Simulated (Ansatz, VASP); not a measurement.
# One calculation of LiCl, two programs

```
Li Cl
1.0
     0.00000    2.58956    2.58956
     2.58956    0.00000    2.58956
     2.58956    2.58956    0.00000
Li Cl
1 1
Direct
  0.00000 0.00000 0.00000
  0.50000 0.50000 0.50000
```

Alike in both runs: functional r2SCAN; k mesh 10 × 10 × 10; occupations fermi-dirac, width 0.02 eV; no spin polarisation.

Ansatz relaxed the structure, and its values are those at the end. VASP's run is a single point on that final structure, the one shown.

|  | VASP | Ansatz |
| --- | --- | --- |
| version | VASP 6.6.1 | Ansatz 0.2.0 |
| potentials or method | VASP PAW PBE potentials, release 64 (Li_sv, Cl) | PAW plane waves |
| plane-wave cutoff (eV) | 520 | 500 |
| valence electrons in the cell | 10 | 10 |

```csv
,VASP,Ansatz,Ansatz less VASP
gap on the k mesh at the Fermi level (eV),7.12,7.05,-0.066
```

Ansatz warned: «stress_scf_threshold_loose».

Caveats: the PAW data sets were made with another functional, which shifts forces and pressure a little (VASP). r2SCAN opens gaps a little over a GGA but as a rule still falls short of measured ones. A k mesh can miss the band edges.
